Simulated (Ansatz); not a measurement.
### Question
ZrO2 in space group P2_1/c (No. 14; Zr on 4e, O on 4e, O on 4e) is relaxed with the program Ansatz at the r²SCAN level (PAW). What lattice parameters of the conventional cell result?

### Answer
a = 5.152 Å, b = 5.227 Å, c = 5.329 Å, β = 99.4°.

### Question
Give the free coordinates with the occupied sites.

### Answer
In one choice of origin and axes:

```tsv
atom	site	symmetry	x	y	z
Zr	4e	1	0.2761	0.0421	0.2098
O	4e	1	0.0692	0.3337	0.3440
O	4e	1	0.5504	0.2574	0.0221
```

### Question
Is it a metal or does it have a gap at this level?

### Answer
A gap of 4.16 eV, indirect.

Symmetry was held in the r²SCAN relaxation. No spin polarisation was allowed. Spin–orbit coupling is left out wherever it is not named.

Potentials: the earlier of the program's two PAW sets.
